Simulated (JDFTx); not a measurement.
The system is BN.

```xyz
2
Lattice="0.0000 1.8130 1.8130 1.8130 0.0000 1.8130 1.8130 1.8130 0.0000" Properties=species:S:1:pos:R:3 pbc="T T T"
N     0.9065    0.9065    0.9065
B     0.0000    0.0000    0.0000
```

The cell is a database's computed one.

Program: JDFTx 1.7.0 (patched build). Alike in all runs: task single point; no spin polarisation; cell as given.

Problem. Order these runs on this cell by their band gap on the k mesh, lowest first.
A. level PBEsol; potentials or basis PseudoDojo-SR-PBEsol-0.4.1-standard; k mesh 13 × 13 × 13; cutoff (eV) 1143; smearing fermi-dirac 0.05 eV; SCF threshold on the energy 1e-09 Ha; mesh quality not flagged
B. level HSE06; potentials or basis PseudoDojo-SR-PBE-0.5-standard; k mesh 5 × 5 × 5; cutoff (eV) 980; smearing fermi-dirac 0.05 eV; SCF threshold on the energy 1e-07 Ha; mesh quality coarse
C. level BLYP; potentials or basis PseudoDojo-SR-PBE-0.5-standard; k mesh 13 × 13 × 13; cutoff (eV) 1143; smearing fermi-dirac 0.05 eV; SCF threshold on the energy 1e-09 Ha; mesh quality not flagged
D. level GLLB-SC; potentials or basis PseudoDojo-SR-PBE-0.5-standard; k mesh 13 × 13 × 13; cutoff (eV) 1143; smearing fixed; SCF threshold on the energy 1e-09 Ha; SCF threshold on the residual 1e-05; mesh quality not flagged

Solution. A (4.41 eV), C (4.95 eV), D (5.35 eV), B (6.33 eV).

Caveats: some runs use coarse meshes; an odd mesh through Γ misses points on the zone boundary, where band edges often lie; the gap lacks the derivative discontinuity (some runs); a model potential gives levels but no total energy (some runs); this program's HSE differs a little from the usual definition (some runs); the hybrid runs on potentials with a model core (some runs).

Runs at the PBE level aren't shown here.
